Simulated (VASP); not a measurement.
Write the native input for VASP 6.6.1 that does the following.

| Property | Result |
| --- | --- |
| Task | single point |
| Functional | PBE |
| Potentials or basis | VASP PAW PBE potentials, release 64 (Li_sv, F) |
| Cutoff | 520 eV |
| k mesh | 8 × 8 × 6 |
| Occupations | gaussian, width 0.02 eV |
| Spin | no spin polarisation |
| Dipole correction | no |
| Further INCAR settings | ALGO = Normal; EDIFF = 1e-06; NBANDS = 12 |

The structure of LiF lies in POSCAR:

```
LiF
1.0
    2.6950672281      0.0000000000      0.0000000000
    0.0000000000      2.6950672281      0.0000000000
    0.0000000000      0.0000000000      4.4518834996
Li F
1 1
Direct
    0.0000000000      0.0000000000      0.0000000000
    0.5000000000      0.5000000000      0.0000000000
```

The cell was built by a generator and needn't be a form met in nature.

The input as run:

INCAR

```
SYSTEM = LiF
ALGO = Normal
EDIFF = 1E-6
ENCUT = 520
GGA = PE
ISIF = 2
ISMEAR = 0
LASPH = .TRUE.
LCHARG = .FALSE.
LREAL = .FALSE.
LWAVE = .FALSE.
NBANDS = 12
NELM = 100
PREC = Accurate
SIGMA = 0.02
```

KPOINTS

```
k-points
0
G
  8 8 6
  0 0 0
```

Potentials or basis: VASP PAW PBE potentials, release 64 (Li_sv, F).

Launch:

```sh
$ cat potpaw_PBE.64/Li_sv/POTCAR potpaw_PBE.64/F/POTCAR > POTCAR
$ mpirun -np 1 vasp_std > vasp.out
```

Results of the run:

```yaml
Band_gap_on_the_k_mesh: 5.77 eV, indirect (least direct gap 6.14 eV)
```

Run time: 13 s on 1 thread of Intel(R) Xeon(R) Platinum 8259CL CPU @ 2.50GHz (Skylake/Cascade Lake) (shared host), peak memory 0.14 GiB.
